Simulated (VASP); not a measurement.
# Be16H (a cell with a defect) in VASP: further runs

The runs below take Be16H (a cell with a defect) through single point, molecular dynamics, with PBE+D3(BJ).

All numbers are computed with VASP 6.6.1; they aren't measurements. Logs are shortened: lines on timing, memory, paths and dates and some standing lists are left out, and cuts for length are marked.

### 1 Starting point

The cell holds a defect, 17 atoms: a = 4.580 Å, b = 3.966 Å, c = 7.177 Å, α = 90.00°, β = 90.00°, γ = 90.00°.

The cell was built by a generator and needn't be a form met in nature.

### 2 Single point, PBE+D3(BJ)

Input file INCAR:

```
SYSTEM = Be16H
PREC = Accurate ; ENCUT = 520
EDIFF = 1E-6 ; ISMEAR = -1
SIGMA = 0.15 ; LREAL = Auto
LASPH = .True. ; NELM = 100
ALGO = Fast ; ISIF = 2
LWAVE = .False. ; LCHARG = .False.
GGA = PE ; IVDW = 12
NBANDS = 30
```

Input file KPOINTS:

```
Automatic mesh
0
Gamma
  3 3 2
  0 0 0
```

Input file POSCAR:

```
Be16H
1.0
   -2.2900000000     -3.9663960000      0.0000000000
    3.4350000000     -1.9831980000      0.0000000000
    0.0000000000      0.0000000000      7.1768600000
Be H
16 1
Direct
    0.7059880269      0.4870778985      0.0133623897
    0.4345456318      0.2746170297      0.3080316462
    0.7284423324      0.3970401576      0.4943944845
    0.4225515510      0.3166064197      0.7698631435
    0.4479198977     -0.0620854249      0.0472490755
    0.2097781436      0.8251504945      0.2959929551
    0.5343751795     -0.0293685121      0.5374773926
    0.2387745965      0.8533315360      0.8049202576
    0.2126816729      0.5455432404      0.0238544433
   -0.0417613756      0.4377486026      0.2791750153
    0.2161845927      0.4153021011      0.5272640124
   -0.0898910239      0.3561134076      0.7577269168
   -0.0606384681     -0.0248506818      0.0296090491
    0.7145648665      0.8642368397      0.2939865066
   -0.0195035851     -0.1315758981      0.5265951962
    0.6777128036      0.7747197439      0.7849951093
    0.6490269156      1.0979247851      0.9467928871
```

Potentials or basis: VASP PAW PBE potentials, release 64 (Be, H).

Run with:

```sh
> cat potpaw_PBE.64/Be/POTCAR potpaw_PBE.64/H/POTCAR > POTCAR
> mpirun -np 1 vasp_std > vasp.out
```

OUTCAR:

```text
SYSTEM = Be16H
   PREC = Accurate
   ENCUT = 520
   EDIFF = 1E-6
   ISMEAR = -1
   LREAL = Auto
   LASPH = .True.
   NELM = 100
   ISIF = 2
   GGA = PE
   IVDW = 12
 IVDW          = 12

 ion  position               nearest neighbor table
   1  0.706  0.487  0.013-  17 1.64  16 2.00  12 2.12   5 2.16  13 2.21  10 2.24   9 2.27   4 2.28
                            13 2.30   9 2.33
   2  0.435  0.275  0.308-  11 1.95   3 1.96   6 2.06  14 2.07   7 2.09  10 2.28   5 2.30
   3  0.728  0.397  0.494-  10 1.88   7 1.94   2 1.96  12 2.07  15 2.21  11 2.25  14 2.35  11 2.36

   4  0.423  0.317  0.770-  11 2.02   8 2.04  16 2.16   7 2.22  12 2.24   9 2.25   1 2.28   8 2.30
                            12 2.35
   5  0.448  0.938  0.047-  17 1.33   9 1.90   8 2.01   6 2.14   1 2.16  14 2.17  16 2.25  13 2.26
                             2 2.30  13 2.34
   6  0.210  0.825  0.296-  10 1.92  15 1.97   2 2.06   5 2.14   9 2.25  14 2.27  14 2.32  11 2.32
                            13 2.35   7 2.36
   7  0.534  0.971  0.537-   3 1.94  14 1.98  16 2.05  15 2.08   2 2.09   4 2.22  11 2.29   6 2.36

   8  0.239  0.853  0.805-   9 1.99   5 2.01   4 2.04  16 2.04  13 2.17   4 2.30  15 2.32
   9  0.213  0.546  0.024-   5 1.90   8 1.99  13 2.11  10 2.21   6 2.25   4 2.25   1 2.27   1 2.33

  10  0.958  0.438  0.279-   3 1.88   6 1.92  14 2.03  11 2.14   9 2.21   1 2.24   2 2.28
  11  0.216  0.415  0.527-   2 1.95   4 2.02  15 2.10  10 2.14  12 2.18   3 2.25   7 2.29   6 2.32
                             3 2.36
  12  0.910  0.356  0.758-  16 1.98   3 2.07   1 2.12  11 2.18   4 2.24   4 2.35
  13  0.939  0.975  0.030-  17 1.54   9 2.11   8 2.17  14 2.20   1 2.21   5 2.26  16 2.27   1 2.30
                             5 2.34   6 2.35
  14  0.715  0.864  0.294-   7 1.98  10 2.03  15 2.07   2 2.07   5 2.17  13 2.20   6 2.27   6 2.32
                             3 2.35
  15  0.980  0.868  0.527-   6 1.97  14 2.07   7 2.08  11 2.10   3 2.21   8 2.32  16 2.35
  16  0.678  0.775  0.785-  12 1.98   1 2.00   8 2.04   7 2.05   4 2.16   5 2.25  13 2.27  15 2.35

  17  0.649  0.098  0.947-   5 1.33  13 1.54   1 1.64

  LATTYP: Found a simple orthorhombic cell.
 ALAT       =     3.9663962620
 B/A-ratio  =     1.1547004875
 C/A-ratio  =     1.8094157835

  Lattice vectors:

 A1 = (  -3.4350000000,   1.9831980000,   0.0000000000)
 A2 = (  -2.2900000000,  -3.9663960000,   0.0000000000)
 A3 = (   0.0000000000,   0.0000000000,   7.1768600000)

Analysis of symmetry for initial positions (statically):
=====================================================================
 Subroutine PRICEL returns:
 Original cell was already a primitive cell.

 Routine SETGRP: Setting up the symmetry group for a
 simple orthorhombic supercell.

 Subroutine GETGRP returns: Found  1 space group operations
 (whereof  1 operations were pure point group operations)
 out of a pool of  8 trial point group operations.

The static configuration has the point symmetry C_1 .

Analysis of symmetry for dynamics (positions and initial velocities):
=====================================================================
 Subroutine PRICEL returns:
 Original cell was already a primitive cell.

 Routine SETGRP: Setting up the symmetry group for a
 simple orthorhombic supercell.

 Subroutine GETGRP returns: Found  1 space group operations
 (whereof  1 operations were pure point group operations)
 out of a pool of  8 trial point group operations.

The dynamic configuration has the point symmetry C_1 .

 Subroutine INISYM returns: Found  1 space group operations
 (whereof  1 operations are pure point group operations),
 and found     1 'primitive' translations

----------------------------------------------------------------------------------------

                                     Primitive cell

  volume of cell :     130.3755

  direct lattice vectors                    reciprocal lattice vectors
    -2.290000000 -3.966396000  0.000000000    -0.109170306 -0.189088533  0.000000000
     3.435000000 -1.983198000  0.000000000     0.218340611 -0.126059022  0.000000000
     0.000000000  0.000000000  7.176860000     0.000000000  0.000000000  0.139336702

  length of vectors
     4.579999697  3.966396262  7.176860000     0.218340626  0.252118027  0.139336702

  position of ions in fractional coordinates (direct lattice)
     0.705988027  0.487077898  0.013362390
     0.434545632  0.274617030  0.308031646
     0.728442332  0.397040158  0.494394484
     0.422551551  0.316606420  0.769863143
     0.447919898  0.937914575  0.047249075
     0.209778144  0.825150495  0.295992955
[... 9 lines left out ...]
     0.677712804  0.774719744  0.784995109
     0.649026916  0.097924785  0.946792887

  ion indices of the primitive-cell ions
   primitive index   ion index
                 1           1
                 2           2
                 3           3
                 4           4
                 5           5
                 6           6
[... 9 lines left out ...]
                16          16
                17          17

----------------------------------------------------------------------------------------

 KPOINTS: Automatic mesh

Automatic generation of k-mesh.
 Grid dimensions read from file:
 generate k-points for:    3    3    2

 Generating k-lattice:

  Cartesian coordinates                     Fractional coordinates (reciprocal lattice)
    -0.036390102 -0.063029511  0.000000000     0.333333333  0.000000000  0.000000000
     0.072780204 -0.042019674  0.000000000    -0.000000000  0.333333333  0.000000000
     0.000000000  0.000000000  0.069668351     0.000000000  0.000000000  0.500000000

  Length of vectors
     0.072780209  0.084039342  0.069668351

  Shift w.r.t. Gamma in fractional coordinates (k-lattice)
     0.000000000  0.000000000  0.000000000

 Subroutine IBZKPT returns following result:
 ===========================================

 Found     10 irreducible k-points:

 Following reciprocal coordinates:
            Coordinates               Weight
  0.000000  0.000000  0.000000      1.000000
  0.333333  0.000000  0.000000      2.000000
  0.000000  0.333333  0.000000      2.000000
  0.333333  0.333333  0.000000      2.000000
 -0.333333  0.333333  0.000000      2.000000
  0.000000  0.000000  0.500000      1.000000
  0.333333  0.000000  0.500000      2.000000
  0.000000  0.333333  0.500000      2.000000
  0.333333  0.333333  0.500000      2.000000
 -0.333333  0.333333  0.500000      2.000000
   k-points           NKPTS =     10   k-points in BZ     NKDIM =     10   number of bands    NBANDS=     30
   number of dos      NEDOS =    301   number of ions     NIONS =     17
   total plane-waves  NPLWV =  58320
   dimension x,y,z NGX =    36 NGY =   30 NGZ =   54
   dimension x,y,z NGXF=    72 NGYF=   60 NGZF=  108
   ions per type =              16   1
   NGX,Y,Z   is equivalent  to a cutoff of  13.07, 12.57, 12.51 a.u.
   NGXF,Y,Z  is equivalent  to a cutoff of  26.13, 25.15, 25.02 a.u.
 SYSTEM =  Be16H
   PREC   = accura    normal or accurate (medium, high low for compatibility)
   ISTART =      0    job   : 0-new  1-cont  2-samecut
   ICHARG =      2    charge: 1-file 2-atom 10-const
   ISPIN  =      1    spin polarized calculation?
   LNONCOLLINEAR =      F non collinear calculations
   LSORBIT =      F    spin-orbit coupling
   LASPH  =      T    aspherical Exc in radial PAW
   ENCUT  =  520.0 eV  38.22 Ry    6.18 a.u.   8.52  7.37 13.34*2*pi/ulx,y,z
   NELM   =    100;   NELMIN=  2; NELMDL= -5     # of ELM steps
   EDIFF  = 0.1E-05   stopping-criterion for ELM
   LREAL  =      T    real-space projection
   EDIFFG = 0.1E-04   stopping-criterion for IOM
   NSW    =      0    number of steps for IOM
   IBRION =     -1    ionic relax: 0-MD 1-quasi-New 2-CG
   NFREE  =      0    steps in history (QN), initial steepest desc. (CG)
   ISIF   =      2    stress and relaxation
   ISYM   =      2    0-nonsym 1-usesym 2-fastsym
   POTIM  = 0.5000    time-step for ionic-motion
   TEBEG  =    0.0;   TEEND  =   0.0 temperature during run
   PSTRESS=    0.0 pullay stress
   NELECT =      33.0000    total number of electrons
   NUPDOWN=      -1.0000    fix difference up-down
   EMIN   =  10.00;   EMAX   =-10.00  energy-range for DOS
   EFERMI =   0.00;   METHOD = LEGACY
   ISMEAR =    -1;   SIGMA  =   0.15  broadening in eV -4-tet -1-fermi 0-gaus
   EFERMI_NEDOS =   21; number of points for ismear=-14 and -15
   IALGO  =     68    algorithm
   IMIX   =      4    mixing-type and parameters
     AMIX     =   0.40;   BMIX     =  1.00
     AMIX_MAG =   1.60;   BMIX_MAG =  1.00
  volume/ion in A,a.u.               =       7.67        51.75
  Fermi-wavevector in a.u.,A,eV,Ry     =   1.035573  1.956950 14.591049  1.072412
  Thomas-Fermi vector in A             =   2.169923
   LORBIT       =      0    0 simple, 1 ext, 2 COOP (PROOUT), +10 PAW based schemes
   GGA     = PE    functional components
   LHFCALC =     F    Hartree Fock is set to
   AEXX    =    0.0000 exact exchange contribution
   IVDW    =    12    specifies the selected vdW correction
   LEPSILON=     F    determine dielectric tensor
   LRPA    =     F    only Hartree local field effects (RPA)
 non-spin polarized calculation
 RMM-DIIS sequential band-by-band and
  energy-cutoff  :      520.00
  volume of cell :      130.38
 maximum number of plane-waves:      3531
 NGX is ok and might be reduce to    36
   NGX = 17   NGY = 15   NGZ = 27

 number of electron      33.0000000 magnetization

 Free energy of the ion-electron system (eV)
  ---------------------------------------------------
  ext. energy  EPLUGINS =         0.00000000
  ---------------------------------------------------
  free energy    TOTEN  =       -57.88859273 eV

  energy without entropy =      -57.74214559  energy(sigma->0) =      -57.81536916

 E-fermi :   6.9254     XC(G=0): -10.5448

 val. band max:        6.9242804454   @ k =   0.0000   0.0000   0.0000
 cond. band min:       6.9476595553   @ k =   0.3333   0.0000   0.0000
 fundamental gap:      0.0233791099
 Fermi energy:         6.9253700506

 k-point     1 :       0.0000    0.0000    0.0000
  band No.  band energies     occupation
      1      -5.1972      2.00000
      2      -3.1701      2.00000
      3      -2.0527      2.00000
      4      -0.3452      2.00000
      5       0.7610      2.00000
      6       1.5186      2.00000
[... 299 lines left out ...]
     27      12.0701      0.00000
     28      12.4103      0.00000
 [bands above 28 left out]

------------------------ aborting loop because EDIFF is reached ----------------------------------------

 Edisp (eV)   -5.70905

 E8    (eV) :    -1.9594

  FORCE on cell =-STRESS in cart. coord.  units (eV):
  Direction    XX          YY          ZZ          XY          YZ          ZX
  --------------------------------------------------------------------------------------
  -------------------------------------------------------------------------------------
  Total       0.45806     2.67328     2.78048     0.78321     3.18695    -0.93254
  in kB       5.62908    32.85183    34.16914     9.62487    39.16427   -11.45991
  external pressure =       24.22 kB  Pullay stress =        0.00 kB

 VOLUME and BASIS-vectors are now :
 -----------------------------------------------------------------------------
  energy-cutoff  :      520.00
  volume of cell :      130.38
      direct lattice vectors                 reciprocal lattice vectors
    -2.290000000 -3.966396000  0.000000000    -0.109170306 -0.189088533  0.000000000
     3.435000000 -1.983198000  0.000000000     0.218340611 -0.126059022  0.000000000
     0.000000000  0.000000000  7.176860000     0.000000000  0.000000000  0.139336702

 POSITION                                       TOTAL-FORCE (eV/Angst)
 -----------------------------------------------------------------------------------
      0.05640     -3.76620      0.09590        -0.751692      0.496872      1.053518
     -0.05180     -2.26820      2.21070         0.676288     -0.702763     -2.359767
     -0.30430     -3.67670      3.54820         1.357061     -0.262380      1.692054
      0.11990     -2.30390      5.52520        -0.255781     -0.883262      0.468868
      2.19600     -3.63670      0.33910         1.341739     -0.364041      1.266743
      2.35400     -2.46850      2.12430        -0.409864     -1.148228     -0.670991
[... 9 lines left out ...]
      1.10920     -4.22450      5.63380         0.625974     -1.098438     -0.346362
     -1.14990     -2.76850      6.79500        -0.004252     -1.259399     -0.977548
 -----------------------------------------------------------------------------------
    total drift:                                0.000939     -0.000480     -0.000104

  FREE ENERGIE OF THE ION-ELECTRON SYSTEM (eV)
  ---------------------------------------------------
  free  energy   TOTEN  =       -63.5976420076 eV

  energy  without entropy=      -63.4511948636  energy(sigma->0) =      -63.52441844
```

Run time: 36 s. Hardware: 1 thread of AMD EPYC 9R45 (Zen 5), shared host; peak memory 0.22 GiB.

Results:

- Free energy: -63.5976 eV
- Pressure: 2.4 GPa
- Largest force: 3.043 eV/Å
- Band gap on the k mesh: none (metal or under the smearing width)
- Dispersion energy per atom: -0.336 eV

Forces in eV/Å, atoms in the order of the input:
```
Be  -0.752  0.497  1.054
Be   0.676 -0.703 -2.360
Be   1.357 -0.262  1.692
Be  -0.256 -0.883  0.469
Be   1.342 -0.364  1.267
Be  -0.410 -1.148 -0.671
Be   0.828  2.719  1.087
Be   0.451  1.855 -1.896
Be  -1.533  2.192  0.647
Be  -1.695  0.309 -1.452
Be   0.562  0.138  0.177
Be  -1.659 -1.340  0.068
Be  -0.101 -0.989  0.527
Be  -0.089  0.109 -0.558
Be   0.656  0.230  1.273
Be   0.626 -1.098 -0.346
H   -0.004 -1.259 -0.978
```

Caveat: the k mesh is coarse (spacing up to 0.53 Å⁻¹), so the values aren't converged.

### 3 Molecular dynamics, PBE+D3(BJ)

Input file INCAR:

```
SYSTEM = Be16H
PREC     = Accurate       ! precision mode
ENCUT    = 520            ! plane-wave cutoff, eV
EDIFF    = 1E-5           ! SCF threshold, eV
ISMEAR   = -1             ! smearing method
SIGMA    = 0.15           ! smearing width, eV
LREAL    = Auto         
LASPH    = .TRUE.         ! aspherical terms in the spheres
NELM     = 100            ! most SCF steps
ALGO     = Fast           ! electronic algorithm
ISIF     = 2              ! what is computed and relaxed
LWAVE    = .FALSE.        ! write WAVECAR
LCHARG   = .FALSE.        ! write CHGCAR
GGA      = PE             ! functional
IVDW     = 12             ! dispersion correction
IBRION   = 0              ! ionic algorithm
NSW      = 40             ! ionic steps
POTIM    = 0.75           ! step
TEBEG    = 2100.0       
TEEND    = 2100.0       
ISYM     = 0            
NELMIN   = 4            
RANDOM_SEED= 110037 0 0   
MDALGO   = 1            
ANDERSEN_PROB= 0.0
```

Input file KPOINTS:

```
Automatic mesh
0
G
  3 3 2
  0 0 0
```

Input file POSCAR:

```
Be16H
1.0
   -2.2900000000     -3.9663960000      0.0000000000
    3.4350000000     -1.9831980000      0.0000000000
    0.0000000000      0.0000000000      7.1768600000
Be H
16 1
Direct
    0.6696149900      0.4461959100      0.0213759600
    0.4528216300      0.3226550700      0.2752866500
    0.6884545800      0.4480331500      0.5235385900
    0.4376097900      0.3699761200      0.7710552200
    0.4554185000     -0.0397055700      0.0369249100
    0.2014059100      0.7887708100      0.2663771400
    0.4688368500      0.0025013100      0.5547129600
    0.1872045400      0.8796293200      0.7797334300
    0.1865269600      0.5458058100      0.0154501800
   -0.0820568400      0.2945090400      0.2805234300
    0.2153593000      0.5216982300      0.5313115900
   -0.1125449000      0.2629548700      0.7908774300
    0.0092283100      0.0081433800      0.0297206200
    0.7405743100      0.8015318400      0.3026540500
    0.0122291200      0.0219621800      0.5482368200
    0.7934747300      0.7461962400      0.7670939800
    0.7167248500      0.0142083200      0.9435407700
```

Potentials or basis: VASP PAW PBE potentials, release 64 (Be, H).

Run with:

```sh
> cat potpaw_PBE.64/Be/POTCAR potpaw_PBE.64/H/POTCAR > POTCAR
> mpirun -np 1 vasp_std > vasp.out
```

Wall time 8.8 min (1 thread of AMD EPYC 9R45 (Zen 5), shared host); peak memory 0.26 GiB.

It converged, with:

```
Dispersion energy per atom : -0.336 eV
```

Caveat: the k mesh is coarse (spacing up to 0.53 Å⁻¹), so the values aren't converged.

(Part 1 of 2 ends here.)
